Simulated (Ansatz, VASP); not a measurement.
Mo in VASP and in Ansatz

```
CELL_PARAMETERS angstrom
2.36551 0.00000 0.00000
0.00000 2.36551 0.00000
0.00000 0.00000 2.36551
ATOMIC_POSITIONS crystal
Mo 0.00000 0.00000 0.00000
```

Change from the starting cell: volume scaled by 0.75, LAPW.

Alike in both runs: task single point; functional PBE; k mesh 16 × 16 × 16; occupations fermi-dirac, width 0.08 eV; no spin polarisation.

|  | VASP | Ansatz |
| --- | --- | --- |
| version | VASP 6.6.1 | Ansatz 0.2.0 |
| potentials or method | VASP PAW PBE potentials, release 64 (Mo_sv), cutoff 520 eV | all-electron LAPW, scalar-relativistic |

|  | VASP | Ansatz | Ansatz less VASP |
| --- | --- | --- | --- |
| pressure (GPa) | 98.5 | 96.4 | -2.16 |

Ansatz ran all-electron here, so the differences hold the error of VASP's frozen core and of both bases.

Caveats: the cell as given lies far from equilibrium; so large a pressure means that the cell lies far from this level's equilibrium, or that cutoff or potentials fall short (VASP).
